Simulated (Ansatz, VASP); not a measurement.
# Ge: VASP beside Ansatz

```xyz
2
Lattice="0.0000 2.8288 2.8288 2.8288 0.0000 2.8288 2.8288 2.8288 0.0000" Properties=species:S:1:pos:R:3 pbc="T T T"
Ge    2.8288    2.8288    2.8288
Ge    4.2432    4.2432    4.2432
```

Alike in both runs: task single point; functional LDA; k mesh 10 × 10 × 10; occupations fermi-dirac, width 0.05 eV; no spin polarisation.

|  | VASP | Ansatz |
| --- | --- | --- |
| version | VASP 6.6.1 | Ansatz 0.2.0 |
| potentials or method | VASP PAW LDA potentials, release 64 (Ge_d), cutoff 520 eV | all-electron LAPW, scalar-relativistic |

VASP gave:

* pressure (GPa): -1.1

Q: Which values does Ansatz return?

A: Pressure (GPa): -1.3.

Ansatz ran all-electron here, so the differences hold the error of VASP's frozen core and of both bases.
